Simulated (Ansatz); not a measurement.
Input of an Ansatz 0.2.0 run:

input.yaml

```yaml
crystal:
  lattice:
    - [1.5054695445, 0.8691832468, 2.4399269062]
    - [-1.5054695445, 0.8691832468, 2.4399269062]
    - [0.0, -1.7383664936, 2.4399269062]
  atoms:
    - { symbol: Co, position: [-0.003171, 0.000187, 0.006372], spin: 2.0 }
    - { symbol: O, position: [0.470216, 0.515683, 0.509873] }
hamiltonian:
  xc: pbe
  pseudopotentials: { kind: paw }
magnetization:
  spin_polarized: true
kpoints:
  mp_grid: { grid: [11, 11, 11] }
scf:
  occupations: { method: fermi_dirac, width: 0.05 }
output:
  forces: true
  stress: true
  eigenvalues: true
```

Potentials or basis: Ansatz PAW.

Launch:

```bash
$ ansatz run input.yaml --threads 1 --pin off --max-ram 2560MiB --backend cpu --events-out ev --progress --plain --runs-dir out
```

**Question.** Estimate the largest force.

**Answer.** 0.095 eV/Å.

**Question.** What does it give for the site moments?

**Answer.** Co +2.46; O +0.31 μB.

**Question.** What does it give for the pressure?

**Answer.** 0.3 GPa.

**Question.** Predict the net moment.

**Answer.** 2.91 μB per cell.

Forces on the atoms (eV/Å):
```
Co  -0.090 -0.018 -0.023
O    0.090  0.018  0.023
```

Caveat: the pressure holds a Pulay correction of +0.7 GPa for the finite cutoff; a cell with one magnetic atom can't hold antiferromagnetic order, which such compounds often take; semilocal functionals often make such compounds metallic where correlation or magnetic order opens a gap, which also shifts bond lengths.
